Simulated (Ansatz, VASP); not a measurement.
# Two plane-wave programs on Bi

```xyz
2
Lattice="4.3438 0.0000 0.0000 -2.1719 3.7619 0.0000 0.0000 0.0000 4.2170" Properties=species:S:1:pos:R:3 pbc="T T T"
Bi    0.0000    2.5079    1.0542
Bi    2.1719    1.2540    3.1627
```

Alike in both runs: functional r2SCAN; k mesh 12 × 12 × 10; occupations gaussian, width 0.1 eV; no spin polarisation.

Ansatz relaxed the structure, and its values are those at the end. VASP's run is a single point on that final structure, the one shown.

```csv
,VASP,Ansatz
version,VASP 6.6.1,Ansatz 0.2.0
potentials or method,"VASP PAW PBE potentials, release 64 (Bi_d)","scalar-relativistic, plane waves, PAW"
plane-wave cutoff (eV),520,500
valence electrons in the cell,30,30
```

```tsv
	VASP	Ansatz	Ansatz less VASP
gap on the k mesh at the Fermi level (eV)	none	none	-
pressure (GPa)	0.0	0.0	+0.04
```

A gap of «none» marks a metal or a gap that the smearing closes. The functional is the same, so the differences come from potentials, cutoffs and numerics.

Caveats: the PAW data sets were made with another functional, which shifts forces and pressure a little (VASP); spin-orbit coupling is left out, which moves the levels of the heavy elements.
